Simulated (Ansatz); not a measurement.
System: zinc-blende InN (metastable phase). Method: PBE0 (Ansatz, a first-principles code, plane waves, PAW).

Settings: plane-wave cutoff 520 eV, 10×10×10 k mesh, finite displacements, scalar-relativistic PAW data made under PBE.

Cell (relaxed at this level):

Space group F-43m (No. 216); a = 4.982 Å, b = 4.982 Å, c = 4.982 Å, α = 90.00°, β = 90.00°, γ = 90.00°

```
atom  site  symmetry       x       y       z
----  ----  --------  ------  ------  ------
In      4a      -43m  0.0000  0.0000  0.0000
N       4c      -43m  0.2500  0.2500  0.2500
```
(The calculation used a cell of 2 atoms; values per cell refer to that cell.)

### Question
Give the computed zone-centre TO phonon frequency.

### Answer

zone-centre TO phonon frequency: 466 cm⁻¹

Spin–orbit coupling is not included.

The result took very roughly 70 core-minutes.
